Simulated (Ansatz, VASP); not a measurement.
PbSe (Clausthalite) in VASP and in Ansatz

File INCAR:

```
PREC = Accurate
ENCUT = 520
EDIFF = 1E-7
ISMEAR = 0
SIGMA = 0.011
LREAL = F
LASPH = T
NELM = 100
ALGO = Normal
ISIF = 2
LWAVE = F
LCHARG = T
GGA = PE
LELF = T
LVHAR = T
```

File KPOINTS:

```
regular mesh
0
Gamma
  8 8 8
```

Contents of POSCAR:

```
PbSe
1.0
    0.0000000000      3.0606500000      3.0606500000
    3.0606500000      0.0000000000      3.0606500000
    3.0606500000      3.0606500000      0.0000000000
Pb Se
1 1
Direct
    0.0000000000      0.0000000000      0.0000000000
    0.5000000000      0.5000000000      0.5000000000
```

Contents of input.yaml:

```yaml
crystal:
  lattice:
    - [0.0, 3.06065, 3.06065]
    - [3.06065, 0.0, 3.06065]
    - [3.06065, 3.06065, 0.0]
  atoms:
    - { symbol: Pb, position: [0.0, 0.0, 0.0] }
    - { symbol: Se, position: [0.5, 0.5, 0.5] }
hamiltonian:
  xc: pbe
  pseudopotentials: { kind: paw }
kpoints:
  mp_grid: { grid: [8, 8, 8] }
scf:
  occupations: { method: gaussian, width: 0.011 }
output:
  forces: true
  stress: true
  eigenvalues: true
  write_density: true
  write_potential: true
  elf: true
  volumetric_format: npy
```

Alike in both runs: task single point; functional PBE; k mesh 8 × 8 × 8; occupations gaussian, width 0.011 eV; no spin polarisation.

|  | VASP | Ansatz |
| --- | --- | --- |
| version | VASP 6.6.1 | Ansatz 0.2.0 |
| potentials or method | VASP PAW PBE potentials, release 64 (Pb_d, Se) | Ansatz PAW |
| plane-wave cutoff (eV) | 520 | 420 |
| valence electrons in the cell | 20 | 30 |

|  | VASP | Ansatz | Ansatz less VASP |
| --- | --- | --- | --- |
| gap on the k mesh at the Fermi level (eV) | 0.29 | 0.29 | -0.005 |
| least direct gap on the mesh (eV) | 0.29 | 0.29 | -0.005 |
| pressure (GPa) | 2.4 | 2.4 | +0.02 |

The two sets of potentials don't hold the same shells in valence.

Caveats: spin-orbit coupling is left out, which as a rule narrows the gap of such compounds by several tenths of an eV. A k mesh can miss the band edges.
